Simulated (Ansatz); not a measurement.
AgBr built on the rocksalt prototype, relaxed with r2SCAN, was run in Ansatz 0.2.0 under altered settings. All numbers are computed, without spin polarisation but where a row says otherwise.

```
Ag Br
1.0
     0.00000    2.89273    2.89273
     2.89273    0.00000    2.89273
     2.89273    2.89273    0.00000
Ag Br
1 1
Direct
  0.00000 0.00000 0.00000
  0.50000 0.50000 0.50000
```

The base run's other keys:
```yaml
kpoints:
  mp_grid: { grid: [4, 4, 4] }
hamiltonian:
  xc: hse06
scf:
  occupations: { method: fixed }
  n_extra_bands: 4
```

It takes 13 iterations with 941 plane waves at 420 eV and 8 k points, and leaves a mean stress of +1.13 GPa. The gap over this mesh is 2.039 eV.

Outcomes, with energy and stress as changes against the base:
```csv
setting,outcome,ΔF (meV/atom),Δ mean stress (GPa),gap on the mesh (eV),iterations
scf.exx.ecutfock_ratio: 4,converged,0.0,0.0,2.039,13
"PBE hybrid, exx coeff 1.5, omega 0.5 1/Å",refused,–,–,–,–
"PBE hybrid, exx coeff 0.35, omega 0.2078 1/Å",converged,–,-0.1,2.617,15
"PBE hybrid, exx coeff 0.4, omega 0.5 1/Å",converged,–,+0.2,2.016,15
"kpoints.mp_grid.grid: [2, 4, 6]","converged, warned",+60,+0.8,2.034,13
```
A dash marks a value that wasn't obtained or can't be compared. Stress is positive in compression. Its mean hides that meshes of lower symmetry stress the axes unequally.

- PBE hybrid, exx coeff 1.5, omega 0.5 1/Å. The program doesn't start. Error: invalid value for `hamiltonian.xc.exx.coeff`: must be finite and in (0, 1]; got 1.5
- PBE hybrid, exx coeff 0.35, omega 0.2078 1/Å. That is 35 % exact exchange, screened with ω = 0.2078 1/Å, against HSE06's 25 % screened at 0.208 1/Å. The mean stress moves by -0.1 GPa and the gap on the mesh by +0.578 eV (to 2.617). Totals of different functionals aren't comparable.
- PBE hybrid, exx coeff 0.4, omega 0.5 1/Å. That is 40 % exact exchange, screened with ω = 0.5 1/Å, against HSE06's 25 % screened at 0.208 1/Å. The mean stress moves by +0.2 GPa and the gap on the mesh by -0.023 eV (to 2.016). Totals of different functionals aren't comparable.
- kpoints.mp_grid.grid: [2, 4, 6]. The free energy moves by +60 meV an atom, the mean stress by +0.8 GPa and the gap on the mesh by -0.005 eV (to 2.034). The mesh breaks the crystal's symmetry, so the stress, and any force that symmetry no longer fixes, lose it too. The mesh is too coarse. Warned: symmetry narrowed by mesh.

Within 1 meV an atom, 0.1 GPa and 0.005 eV of the base stay: scf.exx.ecutfock_ratio: 4.

The runs are scalar-relativistic, without spin-orbit coupling.

The program warns that its thresholds are loose for a hybrid's stress.

The meshes of the hybrids are coarse, so their gaps aren't converged to the digits shown.
